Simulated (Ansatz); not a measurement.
# AlNi2: tests of the settings

Aim, for AlNi2: test the k-point mesh on the displaced cell.

Method: DFT r2SCAN, scalar-relativistic, plane waves, PAW, in Ansatz 0.2.0.

1 further run of the same task is left out (it didn't finish). Runs told in other sessions of the task aren't counted.

## Step 1: The structure to begin with

The structure is trigonal, space group P-3m1 (No. 164). Conventional cell: a = 3.974 Å, b = 3.974 Å, c = 4.904 Å, α = 90.00°, β = 90.00°, γ = 120.00°. Al (site symmetry 3m) is surrounded by 8 Ni at 2.37 to 2.48 Å. Around Ni (site symmetry 3m) lie 5 Al at 2.37 to 2.48 Å and 3 Ni at 2.47 Å. Around Ni (site symmetry -3m) lie 8 Ni at 2.45 to 2.47 Å and 6 Al at 2.75 Å. Ni (site symmetry -3m) has 8 Ni at 2.45 to 2.77 Å and 6 Al at 2.48 Å in its first shell of neighbours.

Coordinates:

```cif
data_structure
_symmetry_space_group_name_H-M 'P-3m1'
_symmetry_Int_Tables_number 164
_cell_length_a 3.9740
_cell_length_b 3.9740
_cell_length_c 4.9043
_cell_angle_alpha 90.000
_cell_angle_beta 90.000
_cell_angle_gamma 120.000
_cell_volume 67.07
loop_
_atom_site_label
_atom_site_type_symbol
_atom_site_symmetry_multiplicity
_atom_site_Wyckoff_symbol
_atom_site_fract_x
_atom_site_fract_y
_atom_site_fract_z
_atom_site_occupancy
Al1 Al 2 d 0.33333 0.66667 0.18987 1
Ni1 Ni 2 d 0.33333 0.66667 0.68511 1
Ni2 Ni 1 b 0.00000 0.00000 0.50000 1
Ni3 Ni 1 a 0.00000 0.00000 0.00000 1
```

Source of the structure: the Materials Project (structure only). It is taken as it stands there.

## Step 2: The base input

input.yaml reads:

```yaml
crystal:
  lattice:
    - [3.9740030242, 0.0, 0.0]
    - [-1.9870015121, 3.4415875737, 0.0]
    - [0.0, 0.0, 4.90425882]
  atoms:
    - { symbol: Al, position: [0.33333333, 0.66666667, 0.18987406] }
    - { symbol: Al, position: [0.66666667, 0.33333333, 0.81012594] }
    - { symbol: Ni, position: [0.33333333, 0.66666667, 0.68511004] }
    - { symbol: Ni, position: [0.66666667, 0.33333333, 0.31488996] }
    - { symbol: Ni, position: [0.0, 0.0, 0.5] }
    - { symbol: Ni, position: [0.0, 0.0, 0.0] }
basis:
  ecutwfc: 500
kpoints:
  mp_grid: { grid: [12, 12, 8] }
hamiltonian:
  xc: r2scan
scf:
  occupations: { method: gaussian, width: 0.1 }
output:
  forces: true
  stress: true
  eigenvalues: true
  populations: true
  write_density: true
  write_potential: true
  elf: true
  volumetric_format: npy
```

It was run beforehand and gave: -4077.4821 eV/atom at zero smearing, pressure 0.65 GPa, largest force 0.010 eV/Å, no gap on the mesh, in 12 SCF cycles and 23 s.

The runs on the displaced cell use a copy made earlier, with the atoms moved and the axes strained (about 1 %) at random, so that forces and shear stress do not vanish.

## Step 3: K-point mesh on the displaced cell: 1×1×1

input.yaml reads:

```yaml
crystal:
  lattice:
    - [3.883399729, 0.0035951518, 0.0418942255]
    - [-1.9385863717, 3.3884637583, -0.0471705976]
    - [0.0517010489, -0.0373684394, 4.8005580549]
  atoms:
    - { symbol: Al, position: [0.2941537104, 0.6632884256, 0.2007235568] }
    - { symbol: Al, position: [0.6449110229, 0.3381219655, 0.799807484] }
    - { symbol: Ni, position: [0.3446027989, 0.6667203775, 0.6613333698] }
    - { symbol: Ni, position: [0.6806524236, 0.3508336496, 0.3190820269] }
    - { symbol: Ni, position: [0.0036351624, 0.0115259456, 0.5067817283] }
    - { symbol: Ni, position: [-0.0113019179, -0.0137502413, 0.0178130097] }
basis:
  ecutwfc: 500
kpoints:
  mp_grid: { grid: [1, 1, 1] }
hamiltonian:
  xc: r2scan
scf:
  occupations: { method: gaussian, width: 0.1 }
output:
  forces: true
  stress: true
  eigenvalues: true
```

Run with:

```bash
ansatz run input.yaml --threads 1 --pin off --max-ram 2560MiB --backend cpu --events-out ev --progress --plain --runs-dir out
```

Further runs follow: K-point mesh on the displaced cell set to 2×2×2; K-point mesh on the displaced cell: 4×4×2; K-point mesh on the displaced cell set to 4×4×4; K-point mesh on the displaced cell: 6×6×4.

Q: Predict the outcome of the series: the values and the trend.

**Answer**, as computed:

```
                                                                  quantity                                   value
k-point mesh on the displaced cell: within 10 and 1 meV/atom of 8×8×6 from  4×4×2 for 10; none of the others for 1
```

What this shows: The last step in the k-point mesh on the displaced cell still changes the energy by 1.70 meV/atom: the series is not settled to 1 meV/atom. The gaps on the coarsest meshes are artefacts of sampling: the crystal is a metal on the dense ones. The error changes sign along the series, since a k mesh isn't variational, and a metal needs dense meshes to resolve its Fermi surface. Forces come within 0.01 eV/Å only at the reference itself. The final runs have no spin polarisation, so a magnetic state may lie lower.
